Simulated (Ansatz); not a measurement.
# TiTe2 under strains and displacements

All numbers below come from DFT PBEsol, scalar-relativistic, plane waves, PAW in Ansatz.

Settings: cutoff 420 eV, Γ-centred mesh 15×15×8 on the computed 3-atom cell, Gaussian smearing of 0.10 eV; no spin polarisation.

Reference cell:

```
CELL_PARAMETERS angstrom
3.77700 0.00000 0.00000
-1.88850 3.27098 0.00000
0.00000 0.00000 6.49800
ATOMIC_POSITIONS crystal
Ti 0.00000 0.00000 0.00000
Te 0.66667 0.33333 0.26280
Te 0.33333 0.66667 0.73720
```

Each variant moves atoms of this cell by the vectors given, if any (Å), and then applies a symmetric strain (tensor components, Cartesian axes). The reference cell isn't relaxed at this level. Energies are per atom at zero smearing, counted from the lowest variant. Pressure is positive in compression.

1. strain (xx yy zz yz xz xy, %) 4.34 4.34 5.84 0.00 0.00 0.00; moves: Te2 (0.000, 0.000, 0.073); Te3 (0.000, 0.000, -0.073)
2. strain (xx yy zz yz xz xy, %) -3.10 -3.10 -0.10 0.00 0.00 0.00; moves: Te2 (0.000, 0.000, 0.306); Te3 (0.000, 0.000, -0.306)
3. strain (xx yy zz yz xz xy, %) 5.25 5.25 -3.75 0.00 0.00 0.00; moves: Te2 (0.000, 0.000, -0.306); Te3 (0.000, 0.000, 0.306)
4. strain (xx yy zz yz xz xy, %) -2.73 -2.73 6.27 0.00 0.00 0.00; moves: Te2 (0.000, 0.000, -0.037); Te3 (0.000, 0.000, 0.037)
5. strain (xx yy zz yz xz xy, %) 0.85 0.85 6.85 0.00 0.00 0.00; moves: Te2 (0.000, 0.000, 0.184); Te3 (0.000, 0.000, -0.184)

| result | ΔE (meV/atom) | P (GPa) | largest force (eV/Å) |
| --- | --- | --- | --- |
| A | 241.5 | 5.27 | 2.15 |
| B | 215.0 | -9.94 | 1.56 |
| C | 217.0 | -5.74 | 2.37 |
| D | 271.9 | -10.38 | 2.06 |
| E | 0.0 | -1.59 | 0.22 |

(1) Which variant gave which result?

Results:

(1) A is 3, B is 1, C is 2, D is 5, E is 4.